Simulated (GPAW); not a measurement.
Crystal: PbS (Galena).

```
Pb S
1.0
     0.00000    2.96575    2.96575
     2.96575    0.00000    2.96575
     2.96575    2.96575    0.00000
Pb S
1 1
Direct
  0.00000 0.00000 0.00000
  0.50000 0.50000 0.50000
```

Program: GPAW 26.7.0. Alike in all runs: cell as given. Hardware: 1 thread of Arm Neoverse V1, with other jobs on the host.

Task: Order these runs on this cell by their wall time, lowest first.
A. task band structure; level WC; potentials or basis PAW data sets generated in the run's folder for this functional, pw; spin SOC, no magnetisation; k mesh 6 × 6 × 6; cutoff (eV) 600; smearing fermi-dirac 0.05 eV; band path GXWKGLUWLK,UX; band points 100; spin axis theta (degrees) 54.7; spin axis phi (degrees) 45
B. task band structure; level TPSS; potentials or basis GPAW PAW data sets (gpaw-data 1.2.1), pw; spin SOC, no magnetisation; k mesh 6 × 6 × 6; cutoff (eV) 600; smearing fermi-dirac 0.05 eV; band path GXWKGLUWLK,UX; band points 100; spin axis theta (degrees) 90; spin axis phi (degrees) 0; eigensolver davidson
C. task electron localisation function; level revPBE; potentials or basis the program's PAW data sets (release 1.2.1) made for this functional, pw; spin off; k mesh 5 × 5 × 5; cutoff (eV) 510; smearing fermi-dirac 0.01 eV

Result: C (7.9 s), A (71 s), B (220 s).

Caveats: spin-orbit coupling was added after a scalar SCF, so levels and gaps hold it while energy, forces, pressure and moments don't (some runs).

Not every run made on this cell is shown here.
